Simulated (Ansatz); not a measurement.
Runs of Ansatz 0.2.0 on NiO. The structure is cubic, space group Fm-3m (No. 225). The conventional cell has a = 4.172 Å, b = 4.172 Å, c = 4.172 Å, α = 90.00°, β = 90.00°, γ = 90.00°. Around Ni (site symmetry m-3m) lie 6 O at 2.09 Å. Around O (site symmetry m-3m) lie 6 Ni at 2.09 Å. 

```csv
task,level,potentials or basis,cutoff (eV),basis error allowed,pressure (GPa),moment (μB)
band structure,LDA,"all-electron LAPW, scalar-relativistic",378,0.001 eV/atom,(a),0.30
band structure,PBEsol,"all-electron LAPW, scalar-relativistic",378,0.001 eV/atom,-6.8,1.48
band structure,PBEsol,all-electron PAW datasets made for the crystal,420,-,-6.8,1.48
band structure,PBEsol,"all-electron LAPW, inner shells corrected to Dirac's equation",378,0.001 eV/atom,-6.8,1.48
```

Alike in all rows: spin collinear, ferromagnetic start; cell as given; k mesh 11 × 11 × 11; smearing fermi-dirac 0.05 eV.

Q: Estimate the missing entries.

A: (a) -19.8.

Caveats: a cell with one magnetic atom can't hold antiferromagnetic order, which such compounds often take (some runs).

Not every run made on this cell is shown here.
